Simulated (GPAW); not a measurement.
## Co in GPAW: convergence with k mesh

Input of the first run (k mesh 3 × 3 × 2); the others differ in this setting and in those tied to it:

run.py

```python
import json
import numpy as np
from ase.dft.bandgap import bandgap
from ase.io import read, write
from ase.units import GPa
from gpaw import GPAW, PW

atoms = read('Co.xyz')
atoms.set_initial_magnetic_moments([2.0, -2.0])

calc = GPAW(mode=PW(450),
            xc='PBE',
            kpts={'size': (3, 3, 2), 'gamma': True},
            occupations={'name': 'fermi-dirac', 'width': 0.05},
            nbands=21,
            convergence={'density': 1e-05, 'energy': 1e-05},
            maxiter=150,
            txt='gpaw.txt')
atoms.calc = calc
energy = atoms.get_potential_energy()
forces = atoms.get_forces()
stress = atoms.get_stress()
calc.write('gs.gpw')
write('result.traj', atoms)
print(f'Energy: {energy:.6f} eV')
print('Forces (eV/A):')
print(forces.round(4))
print('Stress (GPa):', (stress / GPa).round(3))
print('Moments:', calc.get_magnetic_moments().round(3))
print('Fermi level:', round(calc.get_fermi_level(), 4), 'eV')
print(f'Gap: {bandgap(calc)[0]:.4f} eV, direct: {bandgap(calc, direct=True)[0]:.4f} eV')

size = (6, 6, 4)
dense = calc.fixed_density(kpts={'size': size, 'gamma': True}, update_fermi_level=True,
                           convergence={'bands': 'CBM+2.0', 'eigenstates': 1e-7}, txt='dense.txt')
ef = dense.get_fermi_level()
index = np.round(dense.get_bz_k_points() * size).astype(int) % size
recip = 2 * np.pi * atoms.cell.reciprocal()
sheets = []
for s, e_kn in enumerate(dense.eigenvalues()):
    for n in range(e_kn.shape[1] - 2):
        if e_kn[:, n].min() < ef < e_kn[:, n].max():
            e = np.empty(size)
            e[tuple(index.T)] = e_kn[dense.get_bz_to_ibz_map(), n] - ef
            de = np.array([(np.roll(e, -1, c) - np.roll(e, 1, c)) * size[c] / 2 for c in range(3)])
            v = np.linalg.norm(np.einsum('vc,cxyz->vxyz', np.linalg.inv(recip), de), axis=0)
            w = np.exp(-(e / 0.1)**2) / (0.1 * np.pi**0.5)
            sheets.append({'spin': s, 'band': n, 'filled': (e < 0).mean(), 'dos': w.mean(), 'bottom': e.min(), 'top': e.max(),
                           'velocity': (w * v).sum() / w.sum() * 1.519267e5, 'slice': e[:, :, 0].round(3).tolist()})
            print(f'spin {s} band {n}: filled share {sheets[-1]["filled"]:.3f}, from {e.min():.3f} to {e.max():.3f} eV,',
                  f'{w.mean():.3f} states/eV, mean velocity {sheets[-1]["velocity"]:.3e} m/s')
print('Fermi level on the dense mesh:', round(ef, 4), 'eV,', len(sheets), 'sheets')
json.dump({'ef': ef, 'sheets': sheets}, open('fermi.json', 'w'))
```

The input Co.xyz:

```xyz
2
Lattice="2.4719999032 0.0000000000 0.0000000000 -1.2359999516 2.1408147143 0.0000000000 0.0000000000 0.0000000000 4.0211440800" Properties=species:S:1:pos:R:3 pbc="T T T"
Co     1.2359999517      0.7136049047      3.0158580600
Co    -0.0000000001      1.4272098096      1.0052860200
```

Potentials or basis: GPAW PAW data sets (gpaw-data 1.2.1), pw.

Run with:

```console
$ OMP_NUM_THREADS=1 python run.py
```

Hardware: 1 thread of Arm Neoverse V2, on a shared host.

```tsv
k mesh	energy less the tightest run, at zero smearing (meV/atom)	pressure (GPa)	largest site moment (μB)	SCF cycles	CPU time (s)	peak memory (GiB)
3 × 3 × 2	113.57	-2.22	1.41	15	11	0.15
5 × 5 × 3	20.90	-10.15	1.00	93	54	0.16
6 × 6 × 3	-1.04	-10.69	0.91	81	69	0.17
8 × 8 × 4	-2.26	-12.71	0.74	44	69	0.19
9 × 9 × 5	5.20	-11.02	0.89	94	180	0.23
11 × 11 × 6	0.00	-12.70	0.72	60	240	0.32
13 × 13 × 7	timed out after 560 s	-	-	-	-	-
```

Not settled before the last step: the energy (to 1 meV/atom), the pressure (to 0.1 GPa), the largest site moment (to 0.02 μB). Meshes of other sizes hit other points, so gaps and Fermi surfaces needn't settle smoothly. The tightest run that finished is the yardstick and may itself not be fully converged.

Caveat, for the tightest run too: the cutoff is short for stress and forces, so pressures can be off by a GPa or more.
